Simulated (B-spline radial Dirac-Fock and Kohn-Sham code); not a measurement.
Satellites and hypersatellites of the K lines of Hg²⁺

System: Hg²⁺ in the configuration [Xe] 4f14 5d10.

Input of the calculation (task.json; shells as n, l, electrons):

```json
{"items": [{
  "Z": 80,
  "q": 2,
  "cfg": [[1, 0, 2], [2, 0, 2], [2, 1, 6], [3, 0, 2], [3, 1, 6], [3, 2, 10], [4, 0, 2], [4, 1, 6], [4, 2, 10], [4, 3, 14], [5, 0, 2], [5, 1, 6], [5, 2, 10]],
  "A": 202,
  "rrms": 5.4648,
  "do": ["binding", "quiet", "double"]
}]}
```

Run with: `python xray_run.py task.json out`

Model: Dirac-Fock (average of configuration) total-energy differences with a finite nucleus, the Breit interaction including its frequency dependence, and self-energy and vacuum-polarisation corrections. Program: a radial B-spline solver. Each two-hole energy is an average over J within one jj subconfiguration, not an observable level; in light atoms, where LS coupling holds, the j-resolved values are not observed lines, and for a K spectator the Kα1 hypersatellite is nearly forbidden. Correlation and solid-state effects are left out.

Lines without a spectator: Kα2 (K-L2) 68888.6 eV, Kα1 (K-L3) 70814.2 eV, Kβ3 (K-M2) 79813.4 eV, Kβ1 (K-M3) 80244.6 eV. Shifts in eV with one spectator hole (a dash: not computed, or left out as unreliable):

```
spectator hole      Kα2      Kα1      Kβ3      Kβ1
        K (1s)  +1106.9  +1206.7  +1437.6  +1461.1
    L2 (2p1/2)   +145.8   +200.9        –   +370.2
    L3 (2p3/2)   +101.2   +114.5   +263.6        –
    M2 (3p1/2)        –    +32.7    +60.2    +71.6
    M3 (3p3/2)   +16.08        –    +48.1    +49.3
    M4 (3d3/2)    +5.25    +1.97        –        –
    M5 (3d5/2)    -0.57    +3.99        –        –
```
